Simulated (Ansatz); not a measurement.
# Equation of state of Mg$_{2}$Si from a dense series

```
CELL_PARAMETERS angstrom
0.00000 3.19500 3.19500
3.19500 0.00000 3.19500
3.19500 3.19500 0.00000
ATOMIC_POSITIONS crystal
Mg 0.25000 0.25000 0.25000
Mg 0.75000 0.75000 0.75000
Si 0.00000 0.00000 0.00000
```

Atoms are numbered in the order listed.

The cell is COD entry 9009039, as deposited and not checked against the literature; nothing was relaxed. It differs from other determinations.

Theory: DFT, PBEsol, all-electron LAPW, scalar-relativistic (Ansatz 0.2.0).

The runs use a Γ-centred 9×9×9 k mesh, Fermi–Dirac smearing of 0.05 eV, basis error target 0.5 meV/atom, no spin polarisation.

The cell is scaled evenly. Fractional coordinates are held (clamped ions).

```
V (Å³/atom)  P (GPa)
     20.439     1.84
     20.873     0.56
     21.308    -0.59
     21.526    -1.13
     21.743    -1.63
     21.961    -2.11
     22.178    -2.57
     23.048    -4.17
```

(1) Fit a third-order Birch–Murnaghan curve to the pressures.

(2) Predict the pressure at the withheld volume, 22.613 Å³/atom.

Results:

(1) P = (3B0/2)(y^(7/2) − y^(5/2))[1 + (3/4)(B0′ − 4)(y − 1)] with y = (V0/V)^(2/3) fits within 0.01 GPa for V0 = 21.079 Å³/atom, B0 = 56.0 GPa and B0′ = 4.08.

(2) There y = 0.9542, so the fit gives -3.41 GPa; the run gave -3.41 GPa.
